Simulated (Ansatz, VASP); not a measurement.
## Pb3O: VASP beside Ansatz

```xyz
4
Lattice="0.0000 3.6626 3.6626 3.6626 0.0000 3.6626 3.6626 3.6626 0.0000" Properties=species:S:1:pos:R:3 pbc="T T T"
Pb    3.6626    3.6626    3.6626
Pb    1.8313    1.8313    1.8313
Pb    5.4940    5.4940    5.4940
O     0.0000    0.0000    0.0000
```

Alike in both runs: functional PBE; k mesh 4 × 4 × 4; occupations gaussian, width 0.1 eV; no spin polarisation.

Ansatz relaxed the structure, and its values are those at the end. VASP's run is a single point on that final structure, the one shown.

```csv
,VASP,Ansatz
version,VASP 6.6.1,Ansatz 0.2.0
potentials or method,"VASP PAW PBE potentials, release 64 (Pb_d, O)","scalar-relativistic, plane waves, PAW"
plane-wave cutoff (eV),520,420
valence electrons in the cell,48,48
```

```csv
,VASP,Ansatz,Ansatz less VASP
gap on the k mesh at the Fermi level (eV),none,none,-
pressure (GPa),-0.1,-0.1,+0.07
```

A gap of «none» marks a metal or a gap that the smearing closes.

Caveats: the k mesh is coarse (spacing up to 0.37 Å⁻¹), so the values aren't converged. The runs have no spin-orbit coupling, so splittings on Pb are missing.
